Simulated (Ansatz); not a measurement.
An Ansatz input:

```yaml
crystal:
  lattice:
    - [0.0, 2.4339108928, 2.4339108928]
    - [2.4339108928, 0.0, 2.4339108928]
    - [2.4339108928, 2.4339108928, 0.0]
  atoms:
    - { symbol: Te, position: [0.0, 0.0, 0.0] }
hamiltonian:
  xc: revpbe
  pseudopotentials:
    kind: paw
    azcp:
      Te: "pseudopotentials/Te.paw.azcp"
basis:
  ecutwfc: 420
  fft_grid_basis: typed
kpoints:
  mp_grid: { grid: [13, 13, 13], shift: [0, 0, 0] }
magnetization:
  spin_polarized: false
scf:
  occupations: { method: fermi_dirac, width: 0.1 }
  lower_state_search: "off"
output:
  stress: true
```

Terminal output

```
Engine: ansatz 0.2.0, x86_64-unknown-linux-gnu
Pseudopotentials: kind: paw
Pseudopotential: Te, paw, valence charge 16, recommended cutoff 420 eV (normal) 
Functional definition: revPBE
  parameter kappa = 1.245
  parameter beta = 0.06672455060314922
  exchange = pbe_x(kappa = kappa, mu = beta*pi^2/3)
  correlation = pbe_c(beta = beta)
Crystal: 1 atoms, lattice volume = 28.837 Å³
Basis set: ecut = 420 eV, 537 PW (Γ)
Bands: 12, of which v1, the nominal top of the filled ones, is band 8 counted from 1 (7 counted from 0)
Symmetry: 48 space group operations
Space group: Fm-3m (ITA 225), of the structure as read, at distance tolerance 3.1e-5 Å
k-points: 84 of 2197
Non-local potential: Te, projectors of the file, l = 0: 2, l = 1: 2, l = 2: 2, l = 3: 2
PAW form: soft (Blöchl's): semilocal exchange-correlation on the pseudo side does not see the compensation charge
PAW frozen core: Te, regenerated for the run's functional, and the local potential with it (the file was generated under x = pbe(κ = 0.804, μ = 0.2195149727645171), c = pbe(β = 0.06672455060314922))
PAW one-centre angular grid: Te, 590 points (default); XC on 64 Gauss nodes
Initial density: superposition of atomic densities (neutral atoms: chi_scale 0, normalization atom), corrected by the library's trained network
Initial wavefunctions: pseudopotential atomic-orbital guess
Functional: x = revpbe(κ = 1.245, μ = 0.2195149727645171), c = pbe(β = 0.06672455060314922)
SCF iter   1: F=—  HF=-6985.822940 eV  |F-HF|=—  |Δ(HF+E_count)|=         —  Δρ=1.35e-3  dr2=2.42e-4  ethr=1.77e-3  ⟨swp⟩=5.2  Hψ=6058  notcnv=0
SCF iter   2: F=—  HF=-6985.822631 eV  |F-HF|=—  |Δ(HF+E_count)|=   3.10e-4  Δρ=9.68e-4  dr2=2.31e-4  ethr=1.51e-6  ⟨swp⟩=2.0  Hψ=2311  notcnv=0
SCF iter   3: F=—  HF=-6985.822643 eV  |F-HF|=—  |Δ(HF+E_count)|=   1.24e-5  Δρ=2.68e-4  dr2=8.91e-6  ethr=1.45e-6  ⟨swp⟩=2.0  Hψ=1258  notcnv=0
SCF iter   4: F=—  HF=-6985.822653 eV  |F-HF|=—  |Δ(HF+E_count)|=   9.50e-6  Δρ=6.66e-5  dr2=1.89e-6  ethr=5.57e-8  ⟨swp⟩=2.0  Hψ=1249  notcnv=0
iter 5 did not close the SCF: its close was put off for the readings that it lacked (scf_convergence_deferred on its scf_iter line)
SCF iter   5: F=-6985.822652 eV  HF=-6985.822652 eV  |F-HF|=1.13e-8  |Δ(HF+E_count)|=   8.96e-7  Δρ=7.26e-6  dr2=1.89e-8  ethr=1.18e-8  ⟨swp⟩=2.6  Hψ=1568  notcnv=0
SCF iter   6: F=-6985.822652 eV  HF=-6985.822652 eV  |F-HF|=1.43e-9  |Δ(HF+E_count)|=   5.09e-9  Δρ=1.97e-6  dr2=1.67e-9  ethr=1.18e-10  ⟨swp⟩=2.1  Hψ=3319  notcnv=0
SCF 1 converged in 6 iterations: F = -6985.822652 eV  dr2 = 1.67e-9
SCF converged after 6 iterations
Free energy (F): -6985.822652 eV
Harris-Foulkes:  -6985.822652 eV  (|F-HF|=1.43e-9)
Internal energy: -6985.791235 eV  (E = F + TS)
E sigma→0 (E₀):  -6985.806943 eV
Entropy (-TS):   -0.031417 eV (-31.417 meV/atom)
Fermi energy:    10.985511 eV
--- Per-component energies (eV) ---
  E_band       = -229.018439
  E_kinetic    = 179.485523
  E_local      = -1036.606142  (includes V_loc(G=0)·N_el)
  E_nonlocal   = -311.388214
  E_hartree    = 710.834347
  E_xc         = -123.982415
  E_vxc        = -103.511677  (∫ρ·V_xc dr)
  E_paw        = -4668.091766  (= ΣΔE_a)
  E_vpaw       = -378.664652  (= ΣTr[D̂ρ^β])
  E_aug_tail   = -0.000141  (compensation charges beyond the density's cutoff)
  E_ewald      = -1736.014606
  E_core_change = -0.027821  (= ΣΔE_core)
  E_smearing   = -0.031417  (= −TS)
  E_closure    = 0.000000  (closes the sum)
  Σ components = -6985.822652   (vs F -6985.822652, Δ=0.00e0)
--- Stress (GPa, compression-positive) ---
       -0.007494       0.000000      -0.000000
       -0.000000      -0.007494      -0.000000
        0.000000      -0.000000      -0.007494
  P = ⅓ Tr σ = -0.0075 GPa (-0.075 kbar)
```

Command:

```sh
ansatz run input.yaml --threads 2 --pin off --max-ram 5120MiB --backend cpu --events-out ev --progress --plain --runs-dir out
```

On 2 threads of Intel(R) Xeon(R) 6975P-C (Granite Rapids) (shared host) this took about 0.51 s of wall time and 0.82 s of CPU time.
